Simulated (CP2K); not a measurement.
Crystal: CuCl2.

```xyz
3
Lattice="4.5206 0.0000 0.0000 0.0000 4.5206 0.0000 0.0000 0.0000 4.3177" Properties=species:S:1:pos:R:3 pbc="T T T"
Cu    0.0000    0.0000    0.0000
Cl    0.0000    2.2603    0.0000
Cl    2.2603    0.0000    0.0000
```

Measurements of this composition are mostly on another form, of space group No. 12.

Program: CP2K 2026.2. Alike in all runs: task band structure; no spin polarisation; cell as given; k mesh 6 × 6 × 6; smearing fermi-dirac 0.05 eV.

**Question.** Order these runs on this cell by their pressure, lowest first.
A. level LDA; potentials or basis GTH_POTENTIALS Cu GTH-PADE-q11, Cl GTH-PADE-q7; TZVP-MOLOPT-PBE-GTH basis; NGRIDS 4; points a segment of the path (NPOINTS) 6; CUTOFF of the grids 450 Ry
B. level TASK; potentials or basis POTENTIAL_UZH Cu GTH-SCAN-q11, Cl GTH-SCAN-q7; TZVP-MOLOPT-SCAN-GTH basis; NGRIDS 5; points a segment of the path (NPOINTS) 8; CUTOFF of the grids 675 Ry
C. level SCAN; potentials or basis POTENTIAL_UZH Cu GTH-SCAN-q11, Cl GTH-SCAN-q7; TZVP-MOLOPT-SCAN-GTH basis; NGRIDS 4; points a segment of the path (NPOINTS) 10; CUTOFF of the grids 675 Ry

**Answer.** A (-2.8 GPa), C (-0.8 GPa), B (1.7 GPa).

Caveats: the basis of atomic orbitals isn't converged, which shifts pressures, moduli and gaps; an odd number of electrons without spin polarisation forces a metal; a magnetic or distorted state may lie lower; the run has no spin polarisation, though such a crystal can be magnetic; the potentials were made for another functional, which shifts forces and pressure (some runs).

Not every run made on this cell is shown here.
